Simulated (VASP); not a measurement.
# MoS2 (C2/m) in VASP: further runs, part 2 of 2

VASP 6.6.1. Earlier steps stand in the parts before.

## (5) Single point, PBE+U, collinear spin, ferromagnetic start

The input, INCAR:

```
SYSTEM = MoS2
  ALGO = Normal
  EDIFF = 1E-7
  ENCUT = 520
  GGA = PE
  ISIF = 2
  ISMEAR = 0
  ISPIN = 2
  LASPH = .TRUE.
  LCHARG = .FALSE.
  LDAU = .TRUE.
  LDAUJ = 0 0
  LDAUL = 2 -1
  LDAUPRINT = 1
  LDAUTYPE = 2
  LDAUU = 2 0
  LMAXMIX = 4
  LORBIT = 11
  LREAL = .FALSE.
  LWAVE = .FALSE.
  MAGMOM = 1 0 0
  NBANDS = 24
  NELM = 100
  PREC = Accurate
  SIGMA = 0.05
```

The input, KPOINTS:

```
k-points
0
G
  6 6 4
  0 0 0
```

The input, POSCAR:

```
MoS2
1.0
    3.1479925200     -1.9297820300      0.0000000000
    3.1479925200      1.9297820300      0.0000000000
   -0.0030992400      0.0000000000      4.4393295900
Mo S
1 2
Direct
    0.0000000000      0.0000000000      0.0000000000
    0.6879000000      0.6879000000      0.2889000000
    0.3121000000      0.3121000000      0.7111000000
```

Command:

```bash
cat potpaw_PBE.64/Mo_sv/POTCAR potpaw_PBE.64/S/POTCAR > POTCAR
mpirun -np 1 vasp_std > vasp.out
```

Run time: 3.2 min. Hardware: 1 thread of AMD EPYC 7R43 (Zen 3), shared host; peak memory 0.21 GiB.

The run converged. Its results:

```yaml
Free_energy: -17.3387 eV
Pressure: 4.6 GPa
Largest_force: 1.440 eV/Å
Band_gap_on_the_k_mesh: none (metal or under the smearing width)
Net_moment: 2.05 μB per cell
Site_moments: Mo +2.12; S -0.14 μB
Valence_electrons_inside_the_program's_atomic_spheres: Mo 12.19; S 3.70
```

Forces in eV/Å, atoms in the order of the input:
```
Mo   0.000  0.000  0.000
S   -1.191  0.000 -0.809
S    1.191  0.000  0.809
```

Stress tensor (GPa, compression positive):
```
  2.79   0.00 -10.06
  0.00  -5.73   0.00
-10.06   0.00  16.76
```

Levels at points of the mesh, in eV from the Fermi level:
Spin up:
```
           k point  band 11  band 12  band 13  band 14  band 15  band 16  band 17  band 18
(0.00, 0.00, 0.00)    -1.36    -0.85    -0.24    -0.11     0.84     1.83     2.77     4.02
(0.50, 0.00, 0.00)    -3.02    -2.15    -1.09    -0.79    -0.41     2.88     4.47     7.53
(0.50, 0.50, 0.00)    -3.20    -1.88    -1.63    -0.63    -0.34     3.60     4.02     6.55
(0.00, 0.00, 0.50)    -2.05    -1.78    -1.65    -1.34    -0.02     4.14     4.36     6.31
(0.50, 0.00, 0.50)    -1.44    -1.11    -0.74    -0.36     0.08     2.39     3.87     5.06
(0.50, 0.50, 0.50)    -1.70    -1.27    -1.10    -0.61    -0.28     2.00     3.98     6.01
```
Spin down:
```
           k point  band 9  band 10  band 11  band 12  band 13  band 14  band 15  band 16
(0.00, 0.00, 0.00)   -4.13    -0.92    -0.40     0.69     1.03     1.15     2.29     2.70
(0.50, 0.00, 0.00)   -3.23    -3.04    -2.98    -2.14     0.52     2.25     2.28     4.02
(0.50, 0.50, 0.00)   -3.47    -2.51    -2.04    -1.83     0.07     1.98     2.04     4.40
(0.00, 0.00, 0.50)   -2.67    -2.52    -2.22    -1.44     0.66     1.09     1.94     4.87
(0.50, 0.00, 0.50)   -4.17    -1.45    -1.40     0.02     1.29     1.98     2.42     3.51
(0.50, 0.50, 0.50)   -4.16    -2.66    -1.76    -1.11     1.60     1.83     2.30     3.40
```

Eigenvalues of the final occupation matrices:
| site | spin | trace | eigenvalues |
| --- | --- | --- | --- |
| site 1 d | 1 | 2.93 | 0.41 0.43 0.64 0.67 0.78 |
| site 1 d | 2 | 0.86 | 0.05 0.10 0.11 0.26 0.35 |

Caveat: forces of over 1 eV/Å show positions far from the minimum, so gaps and moduli don't describe the material at rest. The state reached can hang on the start; a lower one may exist.

## (6) Single point, PBE+U, collinear spin, antiferromagnetic start

This run uses another cell than the first one: it holds 6 atoms, not 3.

The input, INCAR:

```
PREC = Accurate ; ENCUT = 520
EDIFF = 1E-6 ; ISMEAR = 0
SIGMA = 0.05 ; LREAL = False
LASPH = True ; NELM = 100
ALGO = Normal ; ISIF = 2
LWAVE = False ; LCHARG = False
ISPIN = 2 ; MAGMOM = 1 -1 0 0 0 0
LORBIT = 11 ; LMAXMIX = 4
LDAU = True ; LDAUTYPE = 2
LDAUL = 2 -1 ; LDAUU = 2 0
LDAUJ = 0 0 ; LDAUPRINT = 1
GGA = PE
```

The input, KPOINTS:

```
Automatic mesh
0
Gamma
  5 5 4
```

The input, POSCAR:

```
MoS2
1.0
    3.1448932800      1.9297820300      4.4393295900
    3.1448932800     -1.9297820300      4.4393295900
    6.2959850400      0.0000000000      0.0000000000
Mo S
2 4
Direct
    0.0000000000      0.0000000000      0.0000000000
    0.5000000000      0.5000000000      0.5000000000
    0.1444500000      0.1444500000      0.5434500000
    0.6444500000      0.6444500000      0.0434500000
    0.3555500000      0.3555500000      0.9565500000
    0.8555500000      0.8555500000      0.4565500000
```

Potentials or basis: VASP PAW PBE potentials, release 64 (Mo_sv, S).

Command:

```bash
cat potpaw_PBE.64/Mo_sv/POTCAR potpaw_PBE.64/S/POTCAR > POTCAR
mpirun -np 1 vasp_std > vasp.out
```

Wall time 9.6 min (1 thread of AMD EPYC 7R43 (Zen 3), shared host); peak memory 0.44 GiB.

It converged, with:

```
Free energy                                           : -34.5832 eV
Pressure                                              : 3.7 GPa
Largest force                                         : 1.482 eV/Å
Band gap on the k mesh                                : none (metal or under the smearing width)
Net moment                                            : 0.00 μB per cell
Site moments                                          : Mo +1.93, -1.93; S -0.04, +0.04 μB
Valence electrons inside the program's atomic spheres : Mo 12.18; S 3.69
```

Forces in eV/Å, atoms in the order of the input:
```
Mo   0.000  0.000  0.000
Mo   0.000  0.000  0.000
S   -1.375  0.000 -0.554
S   -1.375  0.000 -0.554
S    1.375  0.000  0.554
S    1.375  0.000  0.554
```

Stress tensor (GPa, compression positive):
```
 -0.39   0.00 -11.46
  0.00  -4.82   0.00
-11.46   0.00  16.27
```

Levels at points of the mesh, in eV from the Fermi level:
Spin up:
```tsv
k point	band 24	band 25	band 26	band 27	band 28	band 29
(0.00, 0.00, 0.00)	-0.77	-0.37	-0.26	0.81	1.06	1.64
(0.00, 0.00, 0.50)	-0.59	-0.53	0.57	1.19	1.66	1.70
```
Spin down:
```csv
k point,band 24,band 25,band 26,band 27,band 28,band 29
"(0.00, 0.00, 0.00)",-0.77,-0.37,-0.26,0.81,1.06,1.64
"(0.00, 0.00, 0.50)",-0.59,-0.53,0.57,1.19,1.66,1.70
```

Eigenvalues of the final occupation matrices:
```tsv
site	spin	trace	eigenvalues
site 1 d	1	2.84	0.33 0.43 0.61 0.65 0.81
site 1 d	2	0.95	0.06 0.10 0.11 0.31 0.36
site 2 d	1	0.95	0.06 0.10 0.11 0.31 0.36
site 2 d	2	2.84	0.33 0.43 0.61 0.65 0.81
```

Caveat: forces of over 1 eV/Å show positions far from the minimum, so gaps and moduli don't describe the material at rest.

## (7) Summary

| spin | U | fixed moment (μB) | k mesh | supercell matrix | gap on the mesh (eV) | pressure (GPa) | moment (μB) | largest force (eV/Å) |
| --- | --- | --- | --- | --- | --- | --- | --- | --- |
| collinear, ferromagnetic start | Mo d U = 3 eV | - | 6 × 6 × 4 | - | none | 6.2 | 2.14 | 1.38 |
| collinear, random start | Mo d U = 3 eV | - | 6 × 6 × 4 | - | none | 6.2 | 2.14 | 1.38 |
| collinear, ferromagnetic start | Mo d U = 3 eV | 3 | 6 × 6 × 4 | - | - | 8.2 | 3.00 | 1.44 |
| collinear, ferromagnetic start | Mo d U = 2 eV | - | 6 × 6 × 4 | - | none | 4.6 | 2.05 | 1.44 |
| collinear, antiferromagnetic start | Mo d U = 2 eV | - | 5 × 5 × 4 | [0, 1, 1, 1, 0, 1, 1, 1, 0] | none | 3.7 | 0.00 | 1.48 |

Alike in all rows: task single point; level PBE+U; potentials or basis VASP PAW PBE potentials, release 64 (Mo_sv, S); cell as given; cutoff (eV) 520; smearing gaussian 0.05 eV.

Every run on the cell as given and a fine mesh finds a metal.

Caveats: forces of over 1 eV/Å show positions far from the minimum, so gaps and moduli don't describe the material at rest; the moment is held away from its start (some runs); the total moment is fixed, so each spin has its own Fermi level (some runs).

Total energies depend on the potentials used, so only differences within one code and one set of settings carry meaning.
